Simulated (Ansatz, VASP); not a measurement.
Be: VASP beside Ansatz

Contents of INCAR:

```
SYSTEM = Be
PREC     = Accurate       ! precision mode
ENCUT    = 520            ! plane-wave cutoff, eV
EDIFF    = 1E-7           ! SCF threshold, eV
ISMEAR   = 0              ! smearing method
SIGMA    = 0.1            ! smearing width, eV
LREAL    = .FALSE.        ! projectors in reciprocal space
LASPH    = .TRUE.         ! aspherical terms in the spheres
NELM     = 100            ! most SCF steps
ALGO     = Fast           ! electronic algorithm
ISIF     = 2              ! what is computed and relaxed
LWAVE    = .FALSE.        ! write WAVECAR
LCHARG   = .FALSE.        ! write CHGCAR
GGA      = PE             ! functional
NBANDS   = 7              ! bands
```

Contents of KPOINTS:

```
Automatic mesh
0
G
  30 30 30
  0 0 0
```

POSCAR

```
Be
1.0
    0.0000000000      1.5127295339      1.5127295339
    1.5127295339      0.0000000000      1.5127295339
    1.5127295339      1.5127295339      0.0000000000
Be
1
Direct
    0.0000000000      0.0000000000      0.0000000000
```

Input for Ansatz:

```yaml
crystal:
  lattice:
    - [0.0, 1.5127295339, 1.5127295339]
    - [1.5127295339, 0.0, 1.5127295339]
    - [1.5127295339, 1.5127295339, 0.0]
  atoms:
    - { symbol: Be, position: [0.0, 0.0, 0.0] }
basis:
  ecutwfc: 420
kpoints:
  mp_grid: { grid: [30, 30, 30] }
hamiltonian:
  xc: pbe
scf:
  occupations: { method: gaussian, width: 0.1 }
output:
  forces: true
  stress: true
  eigenvalues: true
```

Alike in both runs: task single point; functional PBE; k mesh 30 × 30 × 30; occupations gaussian, width 0.1 eV; no spin polarisation.

|  | VASP | Ansatz |
| --- | --- | --- |
| version | VASP 6.6.1 | Ansatz 0.2.0 |
| potentials or method | VASP PAW PBE potentials, release 64 (Be) | scalar-relativistic, plane waves, PAW |
| plane-wave cutoff (eV) | 520 | 420 |
| valence electrons in the cell | 2 | 2 |

VASP gave:

| Quantity | Value |
| --- | --- |
| gap on the k mesh at the Fermi level (eV) | none |
| pressure (GPa) | 19.5 |

**Question.** Estimate Ansatz's values.

**Answer.** gap on the k mesh at the Fermi level (eV): none; pressure (GPa): 19.3.

A gap of «none» marks a metal or a gap that the smearing closes.

Caveats: so large a pressure means that the cell lies far from this level's equilibrium, or that cutoff or potentials fall short (VASP).
